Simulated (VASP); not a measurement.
Here is a VASP 6.6.1 calculation.

Contents of INCAR:

```
SYSTEM = C
  PREC = Accurate
  ENCUT = 520
  EDIFF = 1E-8
  ISMEAR = 0
  SIGMA = 0.02
  LREAL = .False.
  LASPH = .True.
  NELM = 100
  ALGO = Normal
  ISIF = 2
  LWAVE = .False.
  LCHARG = .False.
  GGA = PE
  IVDW = 12
  IBRION = 6
  NFREE = 2
  POTIM = 0.015
  NSW = 1
```

Contents of KPOINTS:

```
regular mesh
0
Gamma
  6 6 2
  0 0 0
```

POSCAR

```
C                                       
1.0
    2.4836472112     -0.0000000000     -0.0000000000
   -1.2418236056      2.1509015792      0.0000000000
   -0.0000000000      0.0000000000      6.6978014699
  C             
     4
Direct
     0.0000000000000000    0.0000000000000000    0.2500000000000000
     0.0000000000000000    0.0000000000000000    0.7500000000000000
     0.3333333300000021    0.6666666699999979    0.2500000000000000
     0.6666666699999979    0.3333333300000021    0.7500000000000000
```

Potentials or basis: VASP PAW PBE potentials, release 64 (C).

Launch:

```console
$ cat potpaw_PBE.64/C/POTCAR > POTCAR
$ mpirun -np 1 vasp_std > vasp.out
```

(1) Estimate the highest phonon frequency at Γ.

(2) What does it give for the dispersion energy per atom?

(3) What does it give for the most unstable mode?

Results:

(1) 1101 cm⁻¹.

(2) -0.156 eV.

(3) 259i cm⁻¹.

Caveat: the k mesh is coarse (spacing up to 0.49 Å⁻¹), so the values aren't converged; some modes are imaginary.
